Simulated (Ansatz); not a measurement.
**Cu: convergence and cost**

This session on Cu sets out to see how the k-point mesh shifted by half a step moves the results.

Program: Ansatz 0.2.0. Level of theory: DFT PBEsol, scalar-relativistic, plane waves, PAW. These are calculated values, not measurements.

1 further run of the same task is left out (set aside as unsound or not needed). Runs told in other sessions of the task aren't counted.

### 1 Starting point

It takes space group I4/mmm (No. 139, tetragonal). The conventional cell has a = 2.886 Å, b = 2.886 Å, c = 2.752 Å, α = 90.00°, β = 90.00°, γ = 90.00°. Cu (site symmetry 4/mmm) is surrounded by 10 Cu at 2.46 to 2.75 Å.

Coordinates:

```xyz
1
Lattice="-1.4428 1.4428 1.3761 1.4428 -1.4428 1.3761 1.4428 1.4428 -1.3761" Properties=species:S:1:pos:R:3 pbc="T T T"
Cu    0.0000    0.0000    0.0000
```

The structure comes from the Materials Project (structure only); it is used as listed.

### 2 The base input

File input.yaml:

```yaml
crystal:
  lattice:
    - [-1.44279332, 1.44279332, 1.37608145]
    - [1.44279332, -1.44279332, 1.37608145]
    - [1.44279332, 1.44279332, -1.37608145]
  atoms:
    - { symbol: Cu, position: [0.0, 0.0, 0.0] }
basis:
  ecutwfc: 420
kpoints:
  mp_grid: { grid: [20, 20, 20] }
hamiltonian:
  xc: pbesol
scf:
  occupations: { method: gaussian, width: 0.1 }
output:
  forces: true
  stress: true
  eigenvalues: true
  populations: true
```

Its results, from an earlier run: -6588.7320 eV/atom at zero smearing, pressure -1.42 GPa, largest force 0.000 eV/Å, no gap on the mesh, in 6 SCF cycles and 17 s.

### 3 K-point mesh shifted by half a step: 12×12×12

File input.yaml:

```yaml
crystal:
  lattice:
    - [-1.44279332, 1.44279332, 1.37608145]
    - [1.44279332, -1.44279332, 1.37608145]
    - [1.44279332, 1.44279332, -1.37608145]
  atoms:
    - { symbol: Cu, position: [0.0, 0.0, 0.0] }
basis:
  ecutwfc: 420
kpoints:
  mp_grid: { grid: [12, 12, 12], shift: [0.5, 0.5, 0.5] }
hamiltonian:
  xc: pbesol
scf:
  occupations: { method: gaussian, width: 0.1 }
output:
  forces: true
  stress: true
  eigenvalues: true
```

Started as:

```bash
ansatz run input.yaml --threads 1 --pin off --max-ram 2560MiB --backend cpu --events-out ev --progress --plain --runs-dir out
```

### 4 K-point mesh shifted by half a step set to 14×14×14

Changes to input.yaml since step 3:

```diff
@@ -10,3 +10,3 @@
 kpoints:
-  mp_grid: { grid: [12, 12, 12], shift: [0.5, 0.5, 0.5] }
+  mp_grid: { grid: [14, 14, 14], shift: [0.5, 0.5, 0.5] }
 hamiltonian:
```

### 5 K-point mesh shifted by half a step: 16×16×16

Changes to input.yaml since step 4:

```diff
@@ -10,3 +10,3 @@
 kpoints:
-  mp_grid: { grid: [14, 14, 14], shift: [0.5, 0.5, 0.5] }
+  mp_grid: { grid: [16, 16, 16], shift: [0.5, 0.5, 0.5] }
 hamiltonian:
```

(Steps that only read results are left out.)

What results come out of these runs, taken together? Wanted: largest energy shift, k-point mesh shifted by half a step.

**Answer**, as computed:

| quantity | value |
| --- | --- |
| largest energy shift, k-point mesh shifted by half a step | -12.4 meV/atom at 12×12×12 |

In words: The densest shifted mesh lands 5.70 meV/atom from the base run.
